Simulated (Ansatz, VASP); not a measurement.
# Two plane-wave programs on Rb

```xyz
1
Lattice="-2.8353 2.8353 2.8353 2.8353 -2.8353 2.8353 2.8353 2.8353 -2.8353" Properties=species:S:1:pos:R:3 pbc="T T T"
Rb    0.0000    0.0000    0.0000
```

Alike in both runs: functional PBE; k mesh 10 × 10 × 10; occupations gaussian, width 0.1 eV; no spin polarisation.

Ansatz relaxed the structure, and its values are those at the end. VASP's run is a single point on that final structure, the one shown.

|  | VASP | Ansatz |
| --- | --- | --- |
| version | VASP 6.6.1 | Ansatz 0.2.0 |
| potentials or method | VASP PAW PBE potentials, release 64 (Rb_sv) | scalar-relativistic, plane waves, PAW |
| plane-wave cutoff (eV) | 520 | 420 |
| valence electrons in the cell | 9 | 9 |

|  | VASP | Ansatz | Ansatz less VASP |
| --- | --- | --- | --- |
| gap on the k mesh at the Fermi level (eV) | none | none | - |
| pressure (GPa) | 0.0 | 0.0 | 0.00 |

A gap of «none» marks a metal or a gap that the smearing closes. With one functional, cell and mesh, what is left measures potentials, basis and numerics.
